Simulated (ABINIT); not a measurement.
Here is an ABINIT 10.8.3 (patched build) calculation.

The input run.abi:

```
# Datasets
ndtset 3

# Pseudopotentials
pp_dirpath "./"
pseudos "Nb.upf"

# Structure
acell 5.4462775076 5.4462775076 5.4462775076
rprim
    -0.5773502692     0.5773502692     0.5773502692
     0.5773502692    -0.5773502692     0.5773502692
     0.5773502692     0.5773502692    -0.5773502692
ntypat 1
znucl 41
natom 1
typat 1
xred
            0.0            0.0            0.0

# Plane-wave basis
ecut 37.0

# k points
ngkpt 14 14 14
nshiftk 2
shiftk
     0.2500000000     0.2500000000     0.2500000000
    -0.2500000000    -0.2500000000    -0.2500000000
istwfk *1

# Exchange and correlation
ixc -116133

# Bands and occupations
occopt 6
tsmear 0.2 eV

# SCF cycle
nstep 80

# Output
iomode 3
prteig 0
prtebands 0

# Dataset 1: ground state
nband1 11
tolvrs1 1.0e-12
prtden1 1
prtwf1 0
kptopt1 1

# Dataset 2: empty bands at fixed density
iscf2 -3
getden2 1
nband2 16
nbdbuf2 4
tolwfr2 1.0e-12
nstep2 120
prtden2 0
kptopt2 1

# Dataset 3: wave functions and velocity matrix elements in the full zone
optdriver3 8
wfk_task3 "wfk_optics_fullbz"
getwfk3 2
nband3 12
kptopt3 1
prtevk3 1
inclvkb3 2
```

The input optic.abi:

```
&FILES
 ddkfile_1 = 'runo_DS3_1_EVK.nc',
 ddkfile_2 = 'runo_DS3_2_EVK.nc',
 ddkfile_3 = 'runo_DS3_3_EVK.nc',
 wfkfile = 'runo_DS3_WFK.nc'
/
&PARAMETERS
 broadening = 0.001837,
 domega = 0.002,
 maxomega = 0.8,
 scissor = 0.000000,
 tolerance = 0.002
/
&COMPUTATIONS
 num_lin_comp = 1,
 lin_comp = 11,
 num_nonlin_comp = 0
/
```

Potentials or basis: PseudoDojo NC SR PBEsol v0.4.1 standard.

Command:

```bash
$ abinit run.abi > log 2>&1
$ optic optic.abi > optic.log 2>&1
```

Q: Estimate the pressure.

A: -8.9 GPa.

Dielectric function (mean over the directions given):
```
energy (eV)  real part  imaginary part
       0.33      30.20           15.02
       1.31      31.46            7.53
       2.29       9.90           17.81
       3.37       8.66           17.14
       4.35      -1.13           30.11
       5.44      -7.03            7.23
       6.42      -4.41            4.29
       7.51      -3.34            3.23
       8.49      -2.30            1.35
       9.58       0.25            1.01
      10.56       0.75            1.18
      11.65       0.31            2.57
      12.63       0.71            1.69
      13.71       0.56            1.91
      14.69      -0.30            2.56
      15.78      -0.83            1.66
      16.76      -0.86            0.77
      17.85      -0.27            0.46
      18.83      -0.01            0.60
      19.92       0.09            0.43
```

Caveat: the intraband (Drude) term is left out; spectra need much finer meshes, so this one isn't converged; independent-particle spectra lack excitons.
